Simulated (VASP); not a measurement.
Here is a VASP 6.6.1 calculation.

File INCAR:

```
SYSTEM = NbP
  ALGO = Normal
  EDIFF = 1E-7
  ENCUT = 520
  GGA = PE
  ISIF = 2
  ISMEAR = -1
  LASPH = .TRUE.
  LCHARG = .FALSE.
  LREAL = .FALSE.
  LWAVE = .FALSE.
  NBANDS = 26
  NELM = 80
  PREC = Accurate
  SIGMA = 0.05
```

Contents of KPOINTS:

```
k-points
0
G
  11 11 11
  0 0 0
```

The input POSCAR:

```
NbP
1.0
   -1.6749232544      1.6749232544      5.7401081759
    1.6749232544     -1.6749232544      5.7401081759
    1.6749232544      1.6749232544     -5.7401081759
Nb P
2 2
Direct
    0.2498808000      0.7498808000      0.5000000000
    0.4998808000      0.4998808000      0.0000000000
    0.8327477700      0.3327477700      0.5000000000
    0.0827477700      0.0827477700      0.0000000000
```

Potentials or basis: VASP PAW PBE potentials, release 64 (Nb_sv, P).

Run with:

```sh
$ cat potpaw_PBE.64/Nb_sv/POTCAR potpaw_PBE.64/P/POTCAR > POTCAR
$ mpirun -np 1 vasp_std > vasp.out
```

Problem. Predict the largest force.

Solution. 0.015 eV/Å.

Problem. What does it give for the band gap on the k mesh?

Solution. None (metal or under the smearing width).

Stress tensor (GPa, compression positive):
```
-1.34  0.00  0.00
 0.00 -1.34  0.00
 0.00  0.00 -1.69
```
